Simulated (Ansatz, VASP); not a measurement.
# Cross-check of As (linear As chain) between VASP and Ansatz

Aim: how closely do two programs agree when they are given the same cell, functional and k mesh? The cell is taken from a series of runs on this material, whose earlier steps may have relaxed, scaled, displaced or heated it; both programs get it as it stands.

Calculated with Ansatz 0.2.0; plane waves, with VASP 6.6.1 beside it; single point at RPBE.

## (1) Starting point

The cell holds 1 atom: 1 As. Its edges and angles: a = 7.500 Å, b = 7.500 Å, c = 3.055 Å, α = 90.0°, β = 90.0°, γ = 90.0°. Vacuum lies along a and b. The structure's axis is c.

As a file:

```cif
data_structure
_symmetry_space_group_name_H-M 'P 1'
_symmetry_Int_Tables_number 1
_cell_length_a 7.5000
_cell_length_b 7.5000
_cell_length_c 3.0551
_cell_angle_alpha 90.000
_cell_angle_beta 90.000
_cell_angle_gamma 90.000
_cell_volume 171.85
loop_
_atom_site_label
_atom_site_type_symbol
_atom_site_fract_x
_atom_site_fract_y
_atom_site_fract_z
_atom_site_occupancy
As1 As 0.50000 0.50000 0.00000 1
```

## (2) Ansatz: single point, RPBE

Ansatz runs on its default PAW (the set named soft_2) files.

A single point gives forces, pressure and levels at one fixed geometry, so differences don't come from the geometry; what else differs is listed under the comparison.

Contents of input.yaml:

```yaml
crystal:
  lattice:
    - [7.5, 0.0, 0.0]
    - [0.0, 7.5, 0.0]
    - [0.0, 0.0, 3.0551349068]
  atoms:
    - { symbol: As, position: [0.5, 0.5, 0.0], spin: 0.3 }
magnetization:
  spin_polarized: true
kpoints:
  mp_grid: { grid: [1, 1, 27] }
scf:
  occupations: { method: fermi_dirac, width: 0.05 }
hamiltonian:
  xc: rpbe
output:
  transmission:
    e_range: [-2, 2]
    de: 0.035
    kmesh: [1, 1]
    reduced_basis: true
    leads: [[0, 0]]
  stress: true
```

Launch:

```sh
> ansatz run input.yaml --threads 4 --pin off --max-ram 8192MiB --backend cpu --events-out ev --progress --plain --runs-dir out
```

Numbers of over 12 decimals in the logs are rounded to 6 here.

Output:

```text
Engine: ansatz 0.2.0, aarch64-unknown-linux-gnu
Pseudopotentials: kind: paw
Pseudopotential: As, paw, valence charge 15, recommended cutoff 420 eV (normal), As.paw.azcp
Functional definition: RPBE
  parameter kappa = 0.804
  parameter beta = 0.066725
  exchange = rpbe_x(kappa = kappa, mu = beta*pi^2/3)
  correlation = pbe_c(beta = beta)
Crystal: 1 atoms, lattice volume = 171.851 Å³
Basis set: ecut = 420 eV, 3363 PW (Γ)
Bands: 12, of which v1, the nominal top of the filled ones, is band 8 counted from 1 (7 counted from 0)
Symmetry: 16 space group operations
Space group: P4/mmm (ITA 123), of the structure as read, at distance tolerance 5.6e-5 Å
Magnetic group: BNS 123.339 (UNI 999), of the structure as read, at distance tolerance 5.6e-5 Å
k-points: 14 of 27
Non-local potential: As, projectors of the file, l = 0: 2, l = 1: 2, l = 2: 3, l = 3: 1
PAW form: soft (Blöchl's): semilocal exchange-correlation on the pseudo side does not see the compensation charge
PAW frozen core: As, regenerated for the run's functional, and the local potential with it (the file was generated under x = pbe(κ = 0.804, μ = 0.219515), c = pbe(β = 0.066725))
PAW one-centre angular grid: As, 590 points (default); XC on 64 Gauss nodes
Initial density: superposition of atomic densities (neutral atoms: chi_scale 0, normalization atom)
Starting moments: Σ|m| = 0.3 μB on 1 of 1 site
Initial wavefunctions: pseudopotential atomic-orbital guess
Functional: x = rpbe, c = pbe(β = 0.066725)
iter 1 solved again at ethr=2.24e-4 eV; its pass at ethr=3.10e-3 eV (dr2=3.36e-2 eV) is discarded
SCF iter   1: F=—  HF=-4859.899293 eV  |F-HF|=—  |Δ(HF+E_count)|=         —  Δρ=8.73e-3 (↑8.73e-3 ↓8.37e-3)  dr2=3.51e-2  dr2_m=1.09e-1  M=0.091 μB ∫|m|=0.091 μB  β_m=0.30  ethr=2.24e-4  ⟨swp⟩=1.0  Hψ=2520  notcnv=0
preconditioner: auto → LDOS  [metal: Δε(μ)=0.095 eV  Ē_g=8.902 eV  σ=0.050 eV  W_gap=0.43  n_scr=12 (ndim 8)  ℏωp=6.3 eV  f_vac=0.686  D(μ)=1.81/eV (n_scr^D=8)]
spin=Collinear: LDOS preconditioning applied to the charge; magnetization (m = ρ↑ − ρ↓) channel mixes plain (no charge-response kernel on spin).
SCF iter   2: F=—  HF=-4859.904133 eV  |F-HF|=—  |Δ(HF+E_count)|=   4.84e-3  Δρ=6.17e-3 (↑6.17e-3 ↓5.93e-3)  dr2=2.12e-2  dr2_m=5.41e-2  M=0.083 μB ∫|m|=0.083 μB  β_m=0.30  ethr=2.24e-4  ⟨swp⟩=2.0  Hψ=424  notcnv=0
SCF iter   3: F=—  HF=-4859.905914 eV  |F-HF|=—  |Δ(HF+E_count)|=   1.78e-3  Δρ=4.20e-3 (↑4.10e-3 ↓4.20e-3)  dr2=8.68e-4  dr2_m=2.68e-2  M=0.074 μB ∫|m|=0.074 μB  β_m=0.30  ethr=1.42e-4  ⟨swp⟩=2.6  Hψ=555  notcnv=0
SCF iter   4: F=—  HF=-4859.909331 eV  |F-HF|=—  |Δ(HF+E_count)|=   3.42e-3  Δρ=2.94e-3 (↑2.90e-3 ↓2.94e-3)  dr2=4.01e-4  dr2_m=1.33e-2  M=0.070 μB ∫|m|=0.070 μB  β_m=0.30  ethr=5.79e-6  ⟨swp⟩=2.2  Hψ=561  notcnv=0
SCF iter   5: F=—  HF=-4859.911348 eV  |F-HF|=—  |Δ(HF+E_count)|=   2.02e-3  Δρ=2.07e-3 (↑2.07e-3 ↓2.02e-3)  dr2=3.66e-5  dr2_m=6.59e-3  M=0.066 μB ∫|m|=0.067 μB  β_m=0.30  ethr=2.67e-6  ⟨swp⟩=2.5  Hψ=602  notcnv=0
SCF iter   6: F=—  HF=-4859.911839 eV  |F-HF|=—  |Δ(HF+E_count)|=   4.90e-4  Δρ=1.45e-3 (↑1.44e-3 ↓1.45e-3)  dr2=6.60e-6  dr2_m=3.28e-3  M=0.063 μB ∫|m|=0.064 μB  β_m=0.30  ethr=2.44e-7  ⟨swp⟩=2.0  Hψ=548  notcnv=0
SCF iter   7: F=—  HF=-4859.912085 eV  |F-HF|=—  |Δ(HF+E_count)|=   2.47e-4  Δρ=1.02e-3 (↑1.01e-3 ↓1.02e-3)  dr2=1.20e-6  dr2_m=1.63e-3  M=0.060 μB ∫|m|=0.061 μB  β_m=0.30  ethr=4.40e-8  ⟨swp⟩=2.5  Hψ=560  notcnv=0
Mixer restart at iter 7: flushing history
spin-set hold released at iteration 7 (site moments contracting): the magnetisation degrees of freedom join the quasi-Newton model from the next iteration; the mixer history was flushed
SCF iter   8: F=—  HF=-4859.912215 eV  |F-HF|=—  |Δ(HF+E_count)|=   1.29e-4  Δρ=7.21e-4 (↑7.19e-4 ↓7.21e-4)  dr2=9.28e-7  dr2_m=8.17e-4  M=0.058 μB ∫|m|=0.058 μB  β_m=0.65  ethr=8.01e-9  ⟨swp⟩=2.5  Hψ=564  notcnv=0
SCF iter   9: F=—  HF=-4859.912389 eV  |F-HF|=—  |Δ(HF+E_count)|=   1.74e-4  Δρ=6.93e-5 (↑6.93e-5 ↓6.50e-5)  dr2=1.21e-7  dr2_m=7.08e-6  M=0.047 μB ∫|m|=0.047 μB  β_m=0.82  ethr=6.19e-9  ⟨swp⟩=2.4  Hψ=572  notcnv=0
SCF iter  10: F=—  HF=-4859.912411 eV  |F-HF|=—  |Δ(HF+E_count)|=   2.20e-5  Δρ=5.69e-5 (↑5.69e-5 ↓5.53e-5)  dr2=1.18e-7  dr2_m=4.95e-6  M=0.041 μB ∫|m|=0.042 μB  β_m=0.91  ethr=6.67e-10  ⟨swp⟩=7.2  Hψ=1862  notcnv=0
SCF iter  11: F=—  HF=-4859.912442 eV  |F-HF|=—  |Δ(HF+E_count)|=   3.13e-5  Δρ=4.22e-5 (↑4.22e-5 ↓4.15e-5)  dr2=1.40e-7  dr2_m=2.73e-6  M=0.032 μB ∫|m|=0.033 μB  β_m=0.96  ethr=7.89e-10  ⟨swp⟩=3.0  Hψ=632  notcnv=0
SCF iter  12: F=—  HF=-4859.912480 eV  |F-HF|=—  |Δ(HF+E_count)|=   3.77e-5  Δρ=1.68e-5 (↑1.51e-5 ↓1.68e-5)  dr2=3.85e-8  dr2_m=3.96e-7  M=0.013 μB ∫|m|=0.013 μB  β_m=0.98  ethr=6.67e-10  ⟨swp⟩=3.6  Hψ=2000  notcnv=0
SCF iter  13: F=—  HF=-4859.912487 eV  |F-HF|=—  |Δ(HF+E_count)|=   7.47e-6  Δρ=2.36e-6 (↑1.19e-6 ↓2.36e-6)  dr2=2.96e-8  dr2_m=2.98e-9  M=0.001 μB ∫|m|=0.001 μB  β_m=0.99  ethr=2.57e-10  ⟨swp⟩=7.0  Hψ=1799  notcnv=0
SCF iter  14: F=—  HF=-4859.912487 eV  |F-HF|=—  |Δ(HF+E_count)|=   4.34e-8  Δρ=8.66e-7 (↑8.66e-7 ↓4.46e-7)  dr2=8.93e-10  dr2_m=6.32e-10  M=-0.001 μB ∫|m|=0.001 μB  β_m=0.99  ethr=1.97e-10  ⟨swp⟩=5.1  Hψ=1435  notcnv=0
SCF iter  15: F=-4859.912487 eV  HF=-4859.912487 eV  |F-HF|=2.27e-11  |Δ(HF+E_count)|=   1.23e-8  Δρ=6.77e-8 (↑5.32e-8 ↓6.77e-8)  dr2=1.86e-11  dr2_m=2.44e-12  M=-0.000 μB ∫|m|=0.000 μB  ethr=5.95e-12  ⟨swp⟩=4.7  Hψ=1225  notcnv=0
SCF 1 converged in 15 iterations: F = -4859.912487 eV  dr2 = 1.86e-11
  greatest PAW one-centre occupation: 0.999 electrons in one spin orbital (limit 2), on the As atom at site 0 (counted from 0), in its partial waves of l = 2
WARN: the starting moments were not kept: the SCF closed with an absolute magnetisation of 1.3e-5 μB, where they sum to 0.3 μB in size (1 site). That is at most 0.1 of that sum. Measured as dr2_m measures the in/out step, that magnetisation stands 2.3e-11 eV from none, at or under the dr2_threshold of 1.0e-7 eV: it is no larger than a step whose dr2_m would equal this threshold. The system may hold no moment; this SC [...]
transmission: 8 of 48 steps passed
transmission: 12 of 48 steps passed
[...]
transmission: 48 of 48 steps passed
SCF converged after 15 iterations
Magnetization: -0.0000 μB (7.5000 up, 7.5000 down)
Absolute magnetization: 0.0000 μB (∫|ρ↑−ρ↓|, with the PAW one-centre terms)
Spin contamination: 0.0000 ħ² per cell (⟨S²⟩ above its minimum at these occupations)
Per-site moments (μB) at R_I (Å): [(-8.136239765825564e-6, 1.260243)]
Free energy (F): -4859.912487 eV
Harris-Foulkes:  -4859.912487 eV  (|F-HF|=2.27e-11)
Internal energy: -4859.898138 eV  (E = F + TS)
E sigma→0 (E₀):  -4859.905313 eV
Entropy (-TS):   -0.014349 eV (-14.349 meV/atom)
Fermi energy:    -3.364308 eV
--- Per-component energies (eV) ---
  E_band       = -427.936379
  E_kinetic    = 97.330816
  E_local      = -3603.229753  (includes V_loc(G=0)·N_el)
  E_nonlocal   = -672.766407
  E_hartree    = 1794.497174
  E_xc         = -75.632357
  E_vxc        = -73.862824  (∫ρ·V_xc dr)
  E_paw        = -1839.520232  (= ΣΔE_a)
  E_vpaw       = 235.597648  (= ΣTr[D̂ρ^β])
  E_aug_tail   = 0.000007  (compensation charges beyond the density's cutoff)
  E_ewald      = -560.343231
  E_core_change = -0.234155  (= ΣΔE_core)
  E_smearing   = -0.014349  (= −TS)
  E_closure    = -0.000000  (closes the sum)
  Σ components = -4859.912487   (vs F -4859.912487, Δ=0.00e0)
--- Stress (GPa, compression-positive) ---
        0.129954       0.000000       0.000000
        0.000000       0.129954       0.000000
        0.000000       0.000000      -5.775494
  P = ⅓ Tr σ = -1.8385 GPa (-18.385 kbar)
--- Band table (eV; the first three rows and the last of 28) ---
  k-point 0 ↑: bands = [... 4 lower, -38.9652, -13.5677, -4.1353, -4.1353, 0.5355, 1.0527, 2.2390, 3.6923]
  k-point 1 ↑: bands = [... 4 lower, -38.9652, -13.5510, -4.1186, -4.1186, 0.5484, 0.8857, 2.2609, 3.7119]
  k-point 2 ↑: bands = [... 4 lower, -38.9652, -13.5010, -4.0689, -4.0689, 0.3658, 0.6662, 2.3266, 3.7705]
  k-point 13 ↓: bands = [... 4 lower, -38.9646, -11.7949, -5.8618, -2.4289, -2.4289, 3.7848, 3.7848, 4.2304]
--- Transmission ---
  basis      : 497 plane waves across, 4 finite elements along
  points     : 1, standing for a mesh of 1 x 1
  filling    : by the input's occupations and mesh, since the crystals that have channels conduct as metals do. If one of these is a semiconductor, that mesh has misplaced its level
  energies   : 115 from -2.000000 to 1.990000 eV about the Fermi level, 0.035000 eV apart; the leads are filled to 0.000000 eV, and channels, transmission and decay are at -0.005000 eV
  crystal 0  : As1, at the sites [0, 0], period 3.0551 Å: whole cells are its period
    offset         : up to 0.0000 Å between an atom of the period and one for which it stands
    filled         : 17.5 meV over the level at which it is neutral
    channels       : 3.000000e0 up, 3.000000e0 down
    conductance    : 4.1323e14 S/m² at 300 K; may be off by some 0.0 % by where its bands' edges are placed, 0.0 % from the distance to neutral
```

Reading the cycles: dr2 is the Hartree energy of the density residual (eV), the measure of convergence; HF is the Harris–Foulkes estimate of the energy, which meets the free energy F at convergence.

## (3) VASP: single point, RPBE

The same cell, functional, mesh and smearing now go to VASP, with its own data sets.

Lines of VASP's logs that name or quote its potential files are left out, and so is its time.

Contents of INCAR:

```
SYSTEM = As
PREC = Accurate
ENCUT = 500
EDIFF = 1E-06
NELM = 200
ISMEAR = -1
SIGMA = 0.05
LREAL = .FALSE.
ALGO = Normal
GGA = RP
NBANDS = 9
ISPIN = 2
MAGMOM = -0
LORBIT = 11
LWAVE = .FALSE.
LCHARG = .FALSE.
ISIF = 2
LASPH = .TRUE.
GGA_COMPAT = .FALSE.
```

Contents of POSCAR:

```
As
1.0
    7.5000000000      0.0000000000      0.0000000000
    0.0000000000      7.5000000000      0.0000000000
    0.0000000000      0.0000000000      3.0551349068
As
1
Direct
    0.5000000000      0.5000000000      0.0000000000
```

Contents of KPOINTS:

```
Automatic mesh
0
Gamma
1 1 27
0 0 0
```

PAW data sets: As (PBE family, release 64).

Launch:

```sh
> mpirun -np 1 vasp_std
```

Output:

```text
[banner, memory and clock lines left out]
running    1 mpi-ranks, on    1 nodes
 distrk:  each k-point on    1 cores,    1 groups
 distr:  one band on    1 cores,    1 groups

 POSCAR found type information on POSCAR As
 POSCAR found :  1 types and       1 ions
|                                                                             |
|               ----> ADVICE to this user running VASP <----                  |
|                                                                             |
|     You enforced a specific xc type in the INCAR file but a different       |
|     [... a line on the potential file left out ...]
|     I HOPE YOU KNOW WHAT YOU ARE DOING!                                     |
|                                                                             |

 LDA part: xc-table for (Slater+PW92), standard interpolation
 POSCAR, INCAR and KPOINTS ok, starting setup
 FFT: planning ... GRIDC
 FFT: planning ... GRID_SOFT
 FFT: planning ... GRID
 WAVECAR not read
 entering main loop
       N       E                     dE             d eps       ncg     rms          rms(c)
DAV:   1     0.198817330726E+02    0.19882E+02   -0.12384E+03   504   0.287E+02
DAV:   2    -0.794318195863E+00   -0.20676E+02   -0.18459E+02   698   0.475E+01
DAV:   3    -0.223451370973E+01   -0.14402E+01   -0.14142E+01   648   0.170E+01
DAV:   4    -0.224808819241E+01   -0.13574E-01   -0.13530E-01   641   0.193E+00
DAV:   5    -0.224814675314E+01   -0.58561E-04   -0.58561E-04   614   0.119E-01    0.629E-01
DAV:   6    -0.224565547014E+01    0.24913E-02   -0.61661E-03   565   0.339E-01    0.344E-01
DAV:   7    -0.224597448026E+01   -0.31901E-03   -0.97701E-03   540   0.437E-01    0.813E-02
DAV:   8    -0.224638842139E+01   -0.41394E-03   -0.59692E-04   510   0.120E-01    0.885E-03
DAV:   9    -0.224643572984E+01   -0.47308E-04   -0.18402E-05   524   0.208E-02    0.580E-03
DAV:  10    -0.224648572939E+01   -0.50000E-04   -0.13450E-05   555   0.162E-02    0.281E-03
DAV:  11    -0.224649183728E+01   -0.61079E-05   -0.78872E-07   597   0.354E-03    0.141E-03
DAV:  12    -0.224649840149E+01   -0.65642E-05   -0.59210E-07   506   0.263E-03    0.104E-03
DAV:  13    -0.224650385800E+01   -0.54565E-05   -0.98831E-07   504   0.344E-03    0.269E-04
DAV:  14    -0.224650426680E+01   -0.40881E-06   -0.41229E-08   508   0.138E-03
   1 F= -.22465043E+01 E0= -.22393365E+01  d E =-.143355E-01  mag=    -0.0000
```

From OUTCAR (step 3):

```text
ion  position               nearest neighbor table
   1  0.500  0.500  0.000-

  LATTYP: Found a simple tetragonal cell.
 ALAT       =     7.5000000000
 C/A-ratio  =     0.4073513209

 Subroutine GETGRP returns: Found 16 space group operations
 (whereof 16 operations were pure point group operations)

The static configuration has the point symmetry D_4h.

 Found     14 irreducible k-points:

   k-points           NKPTS =     14   k-points in BZ     NKDIM =     14   number of bands    NBANDS=      9

   dimension x,y,z NGX =    56 NGY =   56 NGZ =   24
   dimension x,y,z NGXF=   112 NGYF=  112 NGZF=   48

   ENCUT  =  500.0 eV  36.75 Ry    6.06 a.u.  13.67 13.67  5.57*2*pi/ulx,y,z

   NELECT =       5.0000    total number of electrons

 k-points in reciprocal lattice and weights: Automatic mesh
   0.00000000  0.00000000  0.00000000       0.037
   0.00000000  0.00000000  0.03703704       0.074
   0.00000000  0.00000000  0.07407407       0.074
   0.00000000  0.00000000  0.11111111       0.074
   0.00000000  0.00000000  0.14814815       0.074
   0.00000000  0.00000000  0.18518519       0.074
   0.00000000  0.00000000  0.22222222       0.074
   0.00000000  0.00000000  0.25925926       0.074
   0.00000000  0.00000000  0.29629630       0.074
[...]
0.00000000  0.00000000  0.44444444       0.074
   0.00000000  0.00000000  0.48148148       0.074

 average (electrostatic) potential at core
       1 -59.0629

 E-fermi :  -4.0323

 spin component 1
 k-point     1 :       0.0000    0.0000    0.0000
  band No.  band energies     occupation
      1     -14.2398      1.00000
      2      -4.8026      1.00000
      3      -4.8026      1.00000
      4      -0.1307      0.00000
      5       0.3827      0.00000
      6       1.5720      0.00000
      7       3.0259      0.00000
      8       3.0259      0.00000
    ...

 k-point     2 :       0.0000    0.0000    0.0370
  band No.  band energies     occupation
      1     -14.2230      1.00000
      2      -4.7859      1.00000
      3      -4.7859      1.00000
      4      -0.1179      0.00000
      5       0.2158      0.00000
      6       1.5939      0.00000
      7       3.0455      0.00000
      8       3.0455      0.00000
    ...

 k-point     3 :       0.0000    0.0000    0.0741
  band No.  band energies     occupation
      1     -14.1730      1.00000
      2      -4.7363      1.00000
      3      -4.7363      1.00000
      4      -0.3035      0.00000
      5      -0.0007      0.00000
      6       1.6596      0.00000
      7       3.1041      0.00000
      8       3.1041      0.00000
    ...

 k-point     4 :       0.0000    0.0000    0.1111
  band No.  band energies     occupation
      1     -14.0906      1.00000
      2      -4.6545      1.00000
      3      -4.6545      1.00000
      4      -0.9277      0.00000
      5       0.0893      0.00000
      6       1.7690      0.00000
      7       3.2003      0.00000
      8       3.2003      0.00000
    ...

 k-point     5 :       0.0000    0.0000    0.1481
  band No.  band energies     occupation
      1     -13.9771      1.00000
      2      -4.5422      0.99996
      3      -4.5422      0.99996
      4      -1.6516      0.00000
      5       0.2396      0.00000
      6       1.9220      0.00000
      7       3.3317      0.00000
      8       3.3317      0.00000
    ...

 k-point     6 :       0.0000    0.0000    0.1852
  band No.  band energies     occupation
      1     -13.8346      1.00000
      2      -4.4018      0.99938
      3      -4.4018      0.99938
      4      -2.4039      0.00000
      5       0.4357      0.00000
      6       2.1187      0.00000
      7       3.4931      0.00000
      8       3.4931      0.00000
    ...

  Total        0.1388850      0.1388850     -6.1969996      0.0000000      0.0000000     -0.0000000
  in kB        1.2948307      1.2948307    -57.7748909      0.0000000      0.0000000     -0.0000000
  external PRESSURE =     -18.3950765 kB  Pullay stress =       0.0000000 kB

  energy-cutoff  :      500.00
  volume of cell :      171.85
      direct lattice vectors                 reciprocal lattice vectors
     7.500000000  0.000000000  0.000000000     0.133333333  0.000000000  0.000000000
     0.000000000  7.500000000  0.000000000     0.000000000  0.133333333  0.000000000
     0.000000000  0.000000000  3.055134907     0.000000000  0.000000000  0.327317788

 POSITION                                       TOTAL-FORCE (eV/Angst)
 -----------------------------------------------------------------------------------
      3.75000      3.75000      0.00000         0.000000      0.000000      0.000000
 -----------------------------------------------------------------------------------
    total drift:                                0.000000     -0.000000      0.000000

  FREE ENERGIE OF THE ION-ELECTRON SYSTEM (eV)
  ---------------------------------------------------
  free  energy   TOTEN  =        -2.2465042668 eV

  energy  without entropy=       -2.2321687299  energy(sigma->0) =       -2.23933650

 total charge
# of ion       s       p       d       tot
------------------------------------------
    1        1.319   1.168   0.005   2.492

 magnetization (x)
# of ion       s       p       d       tot
------------------------------------------
    1        0.000  -0.000  -0.000  -0.000

[... 6 further parts left out ...]
```

This run allows spin, but its moments start at zero, where symmetry between the spins tends to hold them. Its electron count is odd, so without a moment it is a metal by construction.

## (4) Differences

Known differences besides the potentials themselves: the data sets hold 15 valence electrons in Ansatz (on its default PAW (the set named soft_2) files) and 5 in VASP; the cutoff is 420 eV in Ansatz and 500 eV in VASP; Ansatz makes its cores anew for this functional, VASP keeps those of its PBE data sets. Total energies have different zeros and are not compared.

Both answers:

```
      quantity  Ansatz   VASP  difference
pressure (GPa)   -1.84  -1.84        0.00
```

## (5) Summary of results

```
difference in pressure (single point, RPBE) : 9.8e-4 GPa
```

In words: The difference in pressure is 9.8e-4 GPa (single point, RPBE), within the 1 GPa picked in this series as the mark of a large difference. The data sets hold unlike numbers of valence electrons (15 in Ansatz and 5 in VASP), so part of the differences comes from the potentials. How closely two codes agree says nothing of how well the functional describes the real material.

[Lines on the potential files, build, host, timing and source positions are cut from VASP's logs without a mark.]

[Logs are printed without paths, hosts, clocks, repeated set-up lines and the standing remarks that a program may print on its own settings, such as how far it seeks lower states.]

[Hosts, paths, dates, database ids (printed as entryN), source tags and the programs' standing remarks are cut or masked in the printed files.]
